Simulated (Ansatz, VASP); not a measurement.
## Two plane-wave programs on Cu

INCAR

```
PREC = Accurate
ENCUT = 520
EDIFF = 1E-7
ISMEAR = -1
SIGMA = 0.15
LREAL = F
LASPH = T
NELM = 100
ALGO = Normal
ISIF = 2
LWAVE = F
LCHARG = F
NBANDS = 12
```

File KPOINTS:

```
regular mesh
0
Gamma
  20 20 20
```

File POSCAR:

```
Cu
1.0
    0.0000000000      1.7475954201      1.7475954201
    1.7475954201      0.0000000000      1.7475954201
    1.7475954201      1.7475954201      0.0000000000
Cu
1
Direct
    0.0000000000      0.0000000000      0.0000000000
```

Input for Ansatz:

```yaml
crystal:
  lattice:
    - [0.0, 1.7475954201, 1.7475954201]
    - [1.7475954201, 0.0, 1.7475954201]
    - [1.7475954201, 1.7475954201, 0.0]
  atoms:
    - { symbol: Cu, position: [0.0, 0.0, 0.0] }
basis:
  ecutwfc: 420
kpoints:
  mp_grid: { grid: [20, 20, 20] }
hamiltonian:
  xc: lda
scf:
  occupations: { method: fermi_dirac, width: 0.15 }
output:
  forces: true
  stress: true
  eigenvalues: true
```

Alike in both runs: task single point; functional LDA; k mesh 20 × 20 × 20; occupations fermi-dirac, width 0.15 eV; no spin polarisation.

```csv
,VASP,Ansatz
version,VASP 6.6.1,Ansatz 0.2.0
potentials or method,"VASP PAW LDA potentials, release 64 (Cu)","scalar-relativistic, plane waves, PAW"
plane-wave cutoff (eV),520,420
valence electrons in the cell,11,19
```

|  | VASP | Ansatz | Ansatz less VASP |
| --- | --- | --- | --- |
| gap on the k mesh at the Fermi level (eV) | none | none | - |
| pressure (GPa) | 4.9 | 4.0 | -0.85 |

A gap of «none» marks a metal or a gap that the smearing closes. The two sets of potentials don't hold the same shells in valence.
